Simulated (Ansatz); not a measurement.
All numbers below come from DFT PBE, scalar-relativistic, plane waves, PAW (Ansatz 0.2.0).

Plane waves to 420 eV, a k mesh through Γ of 12×12×4 on the computed 4-atom cell and Gaussian smearing (0.02 eV); no spin polarisation.

Structure with the computed forces (eV/Å) in the last three columns:

```xyz
4
Lattice="2.5595 -0.0161 0.0423 -1.2937 2.0027 0.0201 0.1125 0.1268 6.6440" Properties=species:S:1:pos:R:3:forces:R:3 pbc="T T T" pressure_GPa=32.87
B     0.0529    1.3419    1.7675   -2.7020   -1.9910    0.1540
B     1.3254    0.7714    4.9389    2.7020    1.9910   -0.1540
N     0.1091    1.4403    4.9087   -2.7010   -2.0200    0.3040
N     1.2692    0.6731    1.7977    2.7010    2.0200   -0.3040
```

Stress tensor (GPa, compression positive):

```
 2.55 -3.85  0.48
-3.85 92.24  1.94
 0.48  1.94  3.81
```

The cell holds layers, and where no dispersion correction was added their binding is poorly described.